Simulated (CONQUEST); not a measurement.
Crystal: InP.

```
CELL_PARAMETERS angstrom
4.14435 0.00000 0.00000
0.00000 4.14435 0.00000
0.00000 0.00000 5.86100
ATOMIC_POSITIONS crystal
In 0.00000 0.00000 0.00000
In 0.50000 0.50000 0.50000
P 0.00000 0.50000 0.25000
P 0.50000 0.00000 0.75000
```

Base run:

* Program: CONQUEST 1.3
* Functional: PBE
* Potentials or basis: PseudoDojo NC PBE, DZP, grid cutoff 120 Ha
* k mesh: 7 × 7 × 5
* Occupations: fermi-dirac, width 0.05 eV
* Spin: no spin polarisation

Its results: band gap on the k mesh 0.75 eV; pressure 3.9 GPa.

Problem. The run is repeated on the same cell with these changes: potentials or basis from PseudoDojo NC PBE, DZP, grid cutoff 120 Ha to PseudoDojo NC PBE, SZP, grid cutoff 120 Ha. What comes out?

Solution. Band gap on the k mesh 1.08 eV; pressure 6.3 GPa.

Caveats: spin-orbit coupling is left out, which moves the levels of the heavy elements; the basis of atomic orbitals isn't converged, which shifts pressures, moduli and gaps; an odd mesh through Γ misses points on the zone boundary, where band edges often lie (some runs); the atomic basis is small (some runs); the box holds several primitive cells, so bands are folded and the points are those of the box's own zone (some runs).
